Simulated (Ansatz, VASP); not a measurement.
ZrSe2: VASP beside Ansatz

```
Zr Se
1.0
     3.84798    0.00000    0.00000
    -1.92399    3.33245    0.00000
     0.00000    0.00000    6.27348
Zr Se
1 2
Direct
  0.00000 0.00000 0.00000
  0.66667 0.33333 0.75000
  0.33333 0.66667 0.25000
```

Change from the starting cell: volume scaled by 1.04.

Alike in both runs: task single point; functional PBEsol; k mesh 8 × 8 × 5; occupations fermi-dirac, width 0.05 eV; no spin polarisation.

```csv
,VASP,Ansatz
version,VASP 6.6.1,Ansatz 0.2.0
potentials or method,"VASP PAW PBE potentials, release 64 (Zr_sv, Se)",Ansatz PAW
plane-wave cutoff (eV),520,420
valence electrons in the cell,24,44
```

VASP gave:

* gap on the k mesh at the Fermi level (eV): 0.40
* least direct gap on the mesh (eV): 1.02
* pressure (GPa): -3.8
* largest component of the traceless stress (GPa): 1.50
* rms of the force components (eV/Å): 0.138

**Question.** Which values does Ansatz return?

**Answer.** gap on the k mesh at the Fermi level (eV): 0.40; least direct gap on the mesh (eV): 1.02; pressure (GPa): -4.0; largest component of the traceless stress (GPa): 1.50; rms of the force components (eV/Å): 0.149.

Atom by atom the forces differ by 0.011 eV/Å (rms over components). The two sets of potentials don't hold the same shells in valence.

Caveats: this functional lacks dispersion, which binds the layers, so the pressure and a relaxed spacing across them are unreliable; the PAW data sets were made with another functional, which shifts forces and pressure a little (VASP); an odd mesh through Γ misses points on the zone boundary, where band edges often lie (VASP); odd divisions of the mesh miss points on the zone boundary, where band edges often lie, so the gap on the mesh can be too wide (Ansatz); the PAW data sets come from PBE, with cores solved anew for the run's functional, which leaves a small shift of forces and pressure (Ansatz).
